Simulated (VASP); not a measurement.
Here is a VASP 6.6.1 calculation.

File INCAR:

```
SYSTEM = GaSb
ALGO = Normal
EDIFF = 1E-7
EDIFFG = -0.002
ENCUT = 520
GGA = PS
IBRION = 2
ISIF = 3
ISMEAR = 0
KPAR = 4
LASPH = .TRUE.
LCHARG = .FALSE.
LREAL = .FALSE.
LWAVE = .FALSE.
NELM = 80
NSW = 80
PREC = Accurate
SIGMA = 0.02
```

The input KPOINTS:

```
k-points
0
G
  10 10 10
  0 0 0
```

File POSCAR:

```
GaSb
1.0
    0.0000000000      3.0590000000      3.0590000000
    3.0590000000      0.0000000000      3.0590000000
    3.0590000000      3.0590000000      0.0000000000
Ga Sb
1 1
Direct
    0.0000000000      0.0000000000      0.0000000000
    0.2500000000      0.2500000000      0.2500000000
```

Potentials or basis: VASP PAW PBE potentials, release 64 (Ga_d, Sb).

Launch:

```sh
$ cat potpaw_PBE.64/Ga_d/POTCAR potpaw_PBE.64/Sb/POTCAR > POTCAR
$ mpirun -np 4 vasp_std > vasp.out
```

Task: What does it give for the space group after relaxing (to 0.05 Å)?

Result: F-43m (No. 216).

Task: Estimate the band gap on the k mesh.

Result: None (metal or under the smearing width).

Task: What does it give for the relaxed cell?

Result: a = 4.324 Å, b = 4.324 Å, c = 4.324 Å, α = 60.00°, β = 60.00°, γ = 60.00°.

Task: Estimate the relaxed volume.

Result: 28.59 Å³/atom.

Final structure:
```cif
data_structure
_symmetry_space_group_name_H-M 'P 1'
_symmetry_Int_Tables_number 1
_cell_length_a 4.3241
_cell_length_b 4.3241
_cell_length_c 4.3241
_cell_angle_alpha 60.000
_cell_angle_beta 60.000
_cell_angle_gamma 60.000
_cell_volume 57.17
loop_
_atom_site_label
_atom_site_type_symbol
_atom_site_fract_x
_atom_site_fract_y
_atom_site_fract_z
_atom_site_occupancy
Ga1 Ga 0.00000 0.00000 0.00000 1
Sb1 Sb 0.25000 0.25000 0.25000 1
```

Caveat: the PAW data sets were made with another functional, which shifts forces and pressure a little; this crystal is a semiconductor, whose small gap the functional closes, so the metal is an error of the method. The run has no spin-orbit coupling, so splittings on Sb are missing.
